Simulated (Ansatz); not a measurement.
**Phases of C at 190 GPa**

Structure types of C are relaxed in primitive cells with their symmetry kept at 190 GPa, first on PAW files, then by LAPW. The enthalpy is E + pV at zero temperature, without zero-point motion. Only the types listed were tried, and differences under about 5 meV/atom are mesh noise. The real phase may be another.

Computed with Ansatz 0.2.0; functional PBE, scalar-relativistic. Settings: Fermi–Dirac smearing of 0.08 eV, no spin polarisation. Methods: LAPW: all electrons, basis error target 0.5 meV/atom; PAW: frozen-core files, cutoff 420 eV.

k meshes: fcc 26×26×26, bcc 27×27×27, hcp 25×25×13, beta tin 25×25×25, diamond 19×19×19, sc 23×23×23.

Question: Which type is lowest in enthalpy, and by how much?

Answer: diamond, 2346 meV/atom below sc. The whole table:

| start type | ends as | a, b, c (Å) | V (Å³/atom) | H − H(lowest), LAPW (meV/atom) | same, PAW |
| --- | --- | --- | --- | --- | --- |
| fcc | fcc, Fm-3m | 2.603, 2.603, 2.603 | 4.41 | 5029.3 | 5030.3 |
| bcc | bcc, Im-3m | 2.057, 2.057, 2.057 | 4.35 | 4543.8 | 4541.9 |
| hcp | distorted hcp, P6_3/mmc | 1.565, 1.565, 4.116 | 4.36 | 4406.4 | 4412.5 |
| beta tin | diamond, Fd-3m | 3.265, 3.265, 3.265 | 4.35 | 0.0 | 0.0 |
| diamond | diamond, Fd-3m | 3.265, 3.265, 3.265 | 4.35 | 0.0 | 0.0 |
| sc | sc, Pm-3m | 1.599, 1.599, 1.599 | 4.09 | 2346.5 | 2343.9 |

Question: Split the lead of diamond over sc into energy and pV.

Answer: For sc less diamond: ΔE = +2655.1 meV/atom, and p·ΔV = 190 GPa × -0.2603 Å³ × 6.242 meV/(GPa·Å³) = -308.7 meV/atom, together 2346.4 meV/atom. diamond wins by its internal energy, though it is the less dense.
